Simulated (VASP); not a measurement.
A VASP 6.6.1 single-point calculation on KCl

INCAR

```
PREC = Accurate
ENCUT = 520
SIGMA = 0.02
NBANDS = 15
EDIFF = 1E-7
GGA = RE
LCHARG = .FALSE.
NELM = 79
LWAVE = .FALSE.
ISMEAR = -1
ISYM = 1
NSW = 0
LREAL = .FALSE.
ISIF = 2
LASPH = .TRUE.
IBRION = -1
```

KPOINTS

```
KPOINTS created by Atomic Simulation Environment
0
Gamma
6 6 6
0 0 0
```

POSCAR

```
K  Cl
 1.0000000000000000
     0.0000000000000000    3.6475741436000000    3.6475741436000000
     3.6475741436000000    0.0000000000000000    3.6475741436000000
     3.6475741436000000    3.6475741436000000    0.0000000000000000
 K   Cl
   1   1
Cartesian
  0.0000000000000000  0.0000000000000000  0.0000000000000000
  1.8237870718000000  1.8237870718000000  1.8237870718000000
```

The recommended PBE PAW datasets give the neutral cell 16 valence electrons.

Command

```
mpirun -np 1 vasp_std
```

Question: How does this run end, and what does it give?

Answer: It converged. Results: gap between bands v and c on the k mesh 4.78 eV; least direct gap on the k mesh 4.80 eV; pressure -0.3 GPa. Band v is the last that the valence electrons fill when counted band by band, and c is the next.

OSZICAR

```
N       E                     dE             d eps       ncg     rms          rms(c)
DAV:   1     0.974706151877E+02    0.97471E+02   -0.64248E+03   480   0.894E+02
DAV:   2     0.104515803637E+01   -0.96425E+02   -0.88456E+02   614   0.215E+02
DAV:   3    -0.656735371509E+01   -0.76125E+01   -0.75791E+01   648   0.535E+01
DAV:   4    -0.689396708249E+01   -0.32661E+00   -0.32653E+00   864   0.986E+00
DAV:   5    -0.689554299991E+01   -0.15759E-02   -0.15759E-02   648   0.675E-01    0.314E+00
DAV:   6    -0.637459783785E+01    0.52095E+00   -0.77168E-01   641   0.374E+00    0.247E+00
DAV:   7    -0.633106798655E+01    0.43530E-01   -0.23982E-01   676   0.232E+00    0.155E+00
DAV:   8    -0.637026863916E+01   -0.39201E-01   -0.40228E-02   656   0.133E+00    0.295E-01
DAV:   9    -0.637592574421E+01   -0.56571E-02   -0.47662E-03   599   0.394E-01    0.190E-01
DAV:  10    -0.638007798407E+01   -0.41522E-02   -0.36388E-03   480   0.419E-01    0.455E-02
DAV:  11    -0.638013671031E+01   -0.58726E-04   -0.15520E-04   585   0.809E-02    0.114E-02
DAV:  12    -0.638015941637E+01   -0.22706E-04   -0.60771E-05   480   0.668E-02    0.116E-02
DAV:  13    -0.638016023345E+01   -0.81709E-06   -0.14670E-06   670   0.902E-03    0.307E-03
DAV:  14    -0.638016094420E+01   -0.71075E-06   -0.13603E-06   487   0.103E-02    0.139E-03
DAV:  15    -0.638016099724E+01   -0.53036E-07   -0.55659E-08   499   0.161E-03
   1 F= -.63801610E+01 E0= -.63801610E+01  d E =-.920789E-13
```

For comparison, a separate PBE run of the intended cell, on usual settings and not on those above, gives a gap of 4.53 eV on its mesh and a pressure of -0.8 GPa.
